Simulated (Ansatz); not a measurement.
The system is SnO2.

```xyz
3
Lattice="3.0233 0.0000 0.0000 0.0000 4.9647 0.0000 0.0000 0.0000 5.9770" Properties=species:S:1:pos:R:3 pbc="T T T"
Sn    1.5116    2.4823    0.0000
O     0.0000    2.4823    4.6364
O     0.0000    2.4823    1.3405
```

The cell was built by a generator and needn't be a form met in nature.

| Quantity | Value |
| --- | --- |
| Program | Ansatz 0.2.0 |
| Task | single point |
| Functional | PBE |
| Potentials or basis | all-electron LAPW, scalar-relativistic |
| Cutoff | 426 eV (chosen from the basis error) |
| Basis error allowed | 0.001 eV/atom |
| k mesh | 9 × 6 × 5 |
| Occupations | fermi-dirac, width 0.05 eV |
| Spin | no spin polarisation |

On this cell: pressure 0.5 GPa; largest force 0.006 eV/Å; band gap on the k mesh 1.32 eV, indirect (least direct gap 1.87 eV).

The same run follows on a disturbed copy (atoms moved at random, drawn with an rms of 0.05 Å):

```xyz
3
Lattice="3.0233 0.0000 0.0000 0.0000 4.9647 0.0000 0.0000 0.0000 5.9770" Properties=species:S:1:pos:R:3 pbc="T T T"
Sn    1.5342    2.4782   -0.0052
O    -0.0133    2.5263    4.5869
O    -0.0394    2.4562    1.3507
```

Task: What changes?

Result: The energy moves by +15.7 meV/atom; pressure -0.8 GPa; largest force 1.087 eV/Å; band gap on the k mesh 1.33 eV, indirect (least direct gap 1.82 eV).

Forces in eV/Å, atoms in the order of the input:
```
Sn  -0.980  0.075 -0.466
O    0.383 -0.034  0.786
O    0.597 -0.041 -0.320
```

Stress tensor (GPa, compression positive):
```
-0.66  0.01  0.51
 0.01  0.51  0.02
 0.51  0.02 -2.23
```

Caveats: spin-orbit coupling is left out, which moves the levels of the heavy elements; an odd mesh through Γ misses points on the zone boundary, where band edges often lie.
